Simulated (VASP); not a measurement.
# WS2 (P6_3/mmc) in VASP: notebook, part 2 of 2

VASP 6.6.1. The steps go on from the part before.

## (3) Single point, LDA, collinear spin, zero start

Input file INCAR:

```
ALGO = Normal
EDIFF = 1E-6
ENCUT = 520
ISIF = 2
ISMEAR = 0
ISPIN = 2
LASPH = T
LCHARG = F
LMAXMIX = 4
LORBIT = 11
LREAL = F
LWAVE = F
MAGMOM = 0 0 0 0 0 0
NBANDS = 39
NELM = 150
PREC = Accurate
SIGMA = 0.05
```

Input file KPOINTS:

```
k-points
0
Gamma
  7 7 2
```

Input file POSCAR:

```
WS2
1.0
    3.1799994900      0.0000000000      0.0000000000
   -1.5899997400      2.7539603400      0.0000000000
    0.0000000000      0.0000000000     12.4999993200
W S
2 4
Direct
    0.3333333333      0.6666666667      0.2500000000
    0.6666666667      0.3333333333      0.7500000000
    0.3333333333      0.6666666667      0.6200000000
    0.6666666667      0.3333333333      0.1200000000
    0.3333333333      0.6666666667      0.8800000000
    0.6666666667      0.3333333333      0.3800000000
```

Potentials or basis: VASP PAW LDA potentials, release 64 (W_sv, S).

Command:

```
$ cat potpaw_LDA.64/W_sv/POTCAR potpaw_LDA.64/S/POTCAR > POTCAR
$ mpirun -np 1 vasp_std > vasp.out
```

OUTCAR:

```text
EDIFF = 1E-6
   ENCUT = 520
   ISIF = 2
   ISMEAR = 0
   ISPIN = 2
   LASPH = T
   LORBIT = 11
   LREAL = F
   NELM = 150
   PREC = Accurate

 ion  position               nearest neighbor table
   1  0.333  0.667  0.250-   4 2.45   6 2.45   4 2.45   6 2.45   4 2.45   6 2.45
   2  0.667  0.333  0.750-   3 2.45   5 2.45   3 2.45   5 2.45   3 2.45   5 2.45
   3  0.333  0.667  0.620-   2 2.45   2 2.45   2 2.45
   4  0.667  0.333  0.120-   1 2.45   1 2.45   1 2.45
   5  0.333  0.667  0.880-   2 2.45   2 2.45   2 2.45
   6  0.667  0.333  0.380-   1 2.45   1 2.45   1 2.45

  LATTYP: Found a hexagonal cell.
 ALAT       =     3.1799994900
 C/A-ratio  =     3.9308180266

  Lattice vectors:

 A1 = (   3.1799994900,   0.0000000000,   0.0000000000)
 A2 = (  -1.5899997400,   2.7539603400,   0.0000000000)
 A3 = (   0.0000000000,   0.0000000000,  12.4999993200)

Analysis of symmetry for initial positions (statically):
=====================================================================
 Subroutine PRICEL returns:
 Original cell was already a primitive cell.

 Routine SETGRP: Setting up the symmetry group for a
 hexagonal supercell.

 Subroutine GETGRP returns: Found 24 space group operations
 (whereof 12 operations were pure point group operations)
 out of a pool of 24 trial point group operations.

The static configuration has the point symmetry D_3d.
 The point group associated with its full space group is D_6h.

Analysis of symmetry for dynamics (positions and initial velocities):
=====================================================================
 Subroutine PRICEL returns:
 Original cell was already a primitive cell.

 Routine SETGRP: Setting up the symmetry group for a
 hexagonal supercell.

 Subroutine GETGRP returns: Found 24 space group operations
 (whereof 12 operations were pure point group operations)
 out of a pool of 24 trial point group operations.

The dynamic configuration has the point symmetry D_3d.
 The point group associated with its full space group is D_6h.

Analysis of structural, dynamic, and magnetic symmetry:
=====================================================================
 Subroutine PRICEL returns:
 Original cell was already a primitive cell.

 Routine SETGRP: Setting up the symmetry group for a
 hexagonal supercell.

 Subroutine GETGRP returns: Found 24 space group operations
 (whereof 12 operations were pure point group operations)
 out of a pool of 24 trial point group operations.

The overall configuration has the point symmetry D_3d.
 The point group associated with its full space group is D_6h.

 Subroutine INISYM returns: Found 24 space group operations
 (whereof 12 operations are pure point group operations),
 and found     1 'primitive' translations

----------------------------------------------------------------------------------------

                                     Primitive cell

  volume of cell :     109.4699

  direct lattice vectors                    reciprocal lattice vectors
     3.179999490  0.000000000  0.000000000     0.314465459  0.181556717  0.000000000
    -1.589999740  2.753960340  0.000000000     0.000000000  0.363113435  0.000000000
     0.000000000  0.000000000 12.499999320     0.000000000  0.000000000  0.080000004

  length of vectors
[... 90 lines left out ...]
   TEBEG  =    0.0;   TEEND  =   0.0 temperature during run
   PSTRESS=    0.0 pullay stress
   NELECT =      52.0000    total number of electrons
   NUPDOWN=      -1.0000    fix difference up-down
   EMIN   =  10.00;   EMAX   =-10.00  energy-range for DOS
   EFERMI =   0.00;   METHOD = LEGACY
   ISMEAR =     0;   SIGMA  =   0.05  broadening in eV -4-tet -1-fermi 0-gaus
   EFERMI_NEDOS =   21; number of points for ismear=-14 and -15
   IALGO  =     38    algorithm
   IMIX   =      4    mixing-type and parameters
     AMIX     =   0.40;   BMIX     =  1.00
     AMIX_MAG =   1.60;   BMIX_MAG =  1.00
  volume/ion in A,a.u.               =      18.24       123.12
  Fermi-wavevector in a.u.,A,eV,Ry     =   1.277353  2.413848 22.199694  1.631631
  Thomas-Fermi vector in A             =   2.409958
   LORBIT       =     11    0 simple, 1 ext, 2 COOP (PROOUT), +10 PAW based schemes
   GGA     = CA    functional components
   LHFCALC =     F    Hartree Fock is set to
   AEXX    =    0.0000 exact exchange contribution
   IVDW    =     0    specifies the selected vdW correction
   LEPSILON=     F    determine dielectric tensor
   LRPA    =     F    only Hartree local field effects (RPA)
 spin polarized calculation
 Gauss-broadening in eV      SIGMA  =   0.05
  energy-cutoff  :      520.00
  volume of cell :      109.47
 maximum number of plane-waves:      2972
 NGX is ok and might be reduce to    24
   NGX = 11   NGY = 11   NGZ = 47

 number of electron      52.0000006 magnetization       0.0000000

 number of electron      52.0000006 magnetization      -0.0000000

 Free energy of the ion-electron system (eV)
  ---------------------------------------------------
  ext. energy  EPLUGINS =         0.00000000
  ---------------------------------------------------
  free energy    TOTEN  =       -52.23060257 eV

  energy without entropy =      -52.23060257  energy(sigma->0) =      -52.23060257

 E-fermi :   7.1338     XC(G=0): -11.1468

 val. band max:        6.8066210788   @ k =   0.0000   0.0000   0.0000
 cond. band min:       7.8294594996   @ k =   0.1429   0.1429   0.0000
 fundamental gap:      1.0228384208
 Fermi energy:         7.1337612549

 spin component 1

 k-point     1 :       0.0000    0.0000    0.0000
  band No.  band energies     occupation
      1     -67.2680      1.00000
      2     -67.2680      1.00000
      3     -31.7503      1.00000
      4     -31.7503      1.00000
      5     -31.5733      1.00000
      6     -31.5733      1.00000
[... 645 lines left out ...]
     37      13.9521      0.00000
     38      13.9521      0.00000
 Fermi energy:         7.1337612549

 spin component 2

 k-point     1 :       0.0000    0.0000    0.0000
  band No.  band energies     occupation
      1     -67.2680      1.00000
      2     -67.2680      1.00000
      3     -31.7503      1.00000
      4     -31.7503      1.00000
      5     -31.5733      1.00000
      6     -31.5733      1.00000
[... 645 lines left out ...]
     37      13.9521      0.00000
     38      13.9521      0.00000
 [bands above 38 left out]

------------------------ aborting loop because EDIFF is reached ----------------------------------------

  FORCE on cell =-STRESS in cart. coord.  units (eV):
  Direction    XX          YY          ZZ          XY          YZ          ZX
  --------------------------------------------------------------------------------------
  -------------------------------------------------------------------------------------
  Total       -6.4678804     -6.4678804     -9.9191852     -0.0000000      0.0000000      0.0000000
  in kB      -94.6624717    -94.6624716   -145.1750079     -0.0000002      0.0000000      0.0000000
  external PRESSURE =    -111.4999837 kB  Pullay stress =       0.0000000 kB

 VOLUME and BASIS-vectors are now :
 -----------------------------------------------------------------------------
  energy-cutoff  :      520.00
  volume of cell :      109.47
      direct lattice vectors                 reciprocal lattice vectors
     3.179999490  0.000000000  0.000000000     0.314465459  0.181556717  0.000000000
    -1.589999740  2.753960340  0.000000000     0.000000000  0.363113435  0.000000000
     0.000000000  0.000000000 12.499999320     0.000000000  0.000000000  0.080000004

 POSITION                                       TOTAL-FORCE (eV/Angst)
 -----------------------------------------------------------------------------------
      0.00000      1.83597      3.12500         0.000000     -0.000000      0.000000
      1.59000      0.91799      9.37500        -0.000000      0.000000      0.000000
      0.00000      1.83597      7.75000         0.000000     -0.000000      1.440049
      1.59000      0.91799      1.50000         0.000000     -0.000000      1.440049
      0.00000      1.83597     11.00000        -0.000000      0.000000     -1.440049
      1.59000      0.91799      4.75000        -0.000000      0.000000     -1.440049
 -----------------------------------------------------------------------------------
    total drift:                               -0.000000      0.000000     -0.000000

  FREE ENERGIE OF THE ION-ELECTRON SYSTEM (eV)
  ---------------------------------------------------
  free  energy   TOTEN  =       -52.2306025738 eV

  energy  without entropy=      -52.2306025738  energy(sigma->0) =      -52.23060257

 total charge

# of ion       s       p       d       tot
------------------------------------------
    1        2.313   6.299   3.354  11.966
    2        2.313   6.299   3.354  11.966
    3        1.359   2.319   0.000   3.678
    4        1.359   2.319   0.000   3.678
    5        1.359   2.319   0.000   3.678
    6        1.359   2.319   0.000   3.678
--------------------------------------------------
tot         10.063  21.872   6.708  38.644

 magnetization (x)

# of ion       s       p       d       tot
------------------------------------------
    1        0.000  -0.000   0.000   0.000
    2        0.000  -0.000   0.000   0.000
    3       -0.000  -0.000   0.000  -0.000
    4       -0.000  -0.000   0.000  -0.000
    5       -0.000  -0.000   0.000  -0.000
    6       -0.000  -0.000   0.000  -0.000
--------------------------------------------------
tot         -0.000  -0.000   0.000  -0.000
```

OSZICAR:

```text
N       E                     dE             d eps       ncg     rms          rms(c)
DAV:   1     0.492109932197E+03    0.49211E+03   -0.27823E+04  2720   0.132E+03
DAV:   2    -0.234460847705E+02   -0.51556E+03   -0.49318E+03  2831   0.373E+02
DAV:   3    -0.545009452352E+02   -0.31055E+02   -0.30481E+02  3131   0.896E+01
DAV:   4    -0.551200899218E+02   -0.61914E+00   -0.61814E+00  2989   0.135E+01
DAV:   5    -0.551314812798E+02   -0.11391E-01   -0.11390E-01  3089   0.195E+00    0.349E+01
DAV:   6    -0.527518360953E+02    0.23796E+01   -0.72938E+00  2825   0.177E+01    0.143E+01
DAV:   7    -0.524914049910E+02    0.26043E+00   -0.27063E+00  2673   0.909E+00    0.683E+00
DAV:   8    -0.522312967086E+02    0.26011E+00   -0.44672E-01  2848   0.469E+00    0.185E+00
DAV:   9    -0.522338809360E+02   -0.25842E-02   -0.67918E-02  2967   0.115E+00    0.107E+00
DAV:  10    -0.522309080972E+02    0.29728E-02   -0.17957E-02  2945   0.840E-01    0.317E-01
DAV:  11    -0.522306581799E+02    0.24992E-03   -0.27976E-03  2853   0.296E-01    0.229E-01
DAV:  12    -0.522306049162E+02    0.53264E-04   -0.12444E-04  2972   0.633E-02    0.891E-02
DAV:  13    -0.522306029133E+02    0.20029E-05   -0.33684E-05  2915   0.326E-02    0.233E-02
DAV:  14    -0.522306025738E+02    0.33956E-06   -0.28709E-06  2726   0.918E-03
   1 F= -.52230603E+02 E0= -.52230603E+02  d E =-.737347E-22  mag=    -0.0000
```

Wall time 74 s (1 thread of Intel Xeon Platinum 8488C (Sapphire Rapids), shared host); peak memory 0.25 GiB.

Results:

| Property | Result |
| --- | --- |
| Free energy | -52.2306 eV |
| Pressure | -11.1 GPa |
| Largest force | 1.440 eV/Å |
| Band gap on the k mesh | 1.02 eV, indirect (least direct gap 2.24 eV) |
| Net moment | 0.00 μB per cell |
| Valence electrons inside the program's atomic spheres | W 11.97; S 3.68 |

Forces on the atoms (eV/Å):
```
W    0.000  0.000  0.000
W    0.000  0.000  0.000
S    0.000  0.000  1.440
S    0.000  0.000  1.440
S    0.000  0.000 -1.440
S    0.000  0.000 -1.440
```

Levels at points of the mesh, in eV from the valence-band top:
Spin up:
| k point | band 24 | band 25 | band 26 | band 27 | band 28 | band 29 |
| --- | --- | --- | --- | --- | --- | --- |
| (0.00, 0.00, 0.00) | -1.35 | -1.19 | 0.00 | 2.31 | 2.31 | 2.38 |
| (0.00, 0.00, 0.50) | -1.82 | -0.29 | -0.29 | 2.35 | 2.35 | 2.35 |
Spin down:
| k point | band 23 | band 24 | band 25 | band 26 | band 27 | band 28 | band 29 | band 30 |
| --- | --- | --- | --- | --- | --- | --- | --- | --- |
| (0.00, 0.00, 0.00) | -1.79 | -1.35 | -1.19 | 0.00 | 2.31 | 2.31 | 2.38 | 2.38 |
| (0.00, 0.00, 0.50) | -1.82 | -1.82 | -0.29 | -0.29 | 2.35 | 2.35 | 2.35 | 2.35 |

Caveat: spin-orbit coupling is left out, which moves the levels of the heavy elements; an odd mesh through Γ misses points on the zone boundary, where band edges often lie; forces of over 1 eV/Å show positions far from the minimum, so gaps and moduli don't describe the material at rest.
